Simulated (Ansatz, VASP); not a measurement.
HfN: VASP beside Ansatz

```
Hf N
1.0
     0.00000    2.25900    2.25900
     2.25900    0.00000    2.25900
     2.25900    2.25900    0.00000
Hf N
1 1
Direct
  0.00000 0.00000 0.00000
  0.50000 0.50000 0.50000
```

Alike in both runs: functional PBE; k mesh 18 × 18 × 18; occupations fermi-dirac, width 0.05 eV; no spin polarisation.

Ansatz relaxed the structure, and its values are those at the end. VASP's run is a single point on that final structure, the one shown.

```csv
,VASP,Ansatz
version,VASP 6.6.1,Ansatz 0.2.0
potentials or method,"VASP PAW PBE potentials, release 64 (Hf_pv, N)","plane-wave PAW, scalar-relativistic"
plane-wave cutoff (eV),520,420
valence electrons in the cell,15,31
```

VASP gave:

- pressure (GPa): 3.0

Question: Which values does Ansatz return?

Answer: Pressure (GPa): 5.4.

The functional is the same, so the differences come from potentials, cutoffs and numerics. The two sets of potentials don't hold the same shells in valence. Ansatz warned: «gradients_without_spin_orbit».

The runs have no spin-orbit coupling, so splittings on Hf are missing.
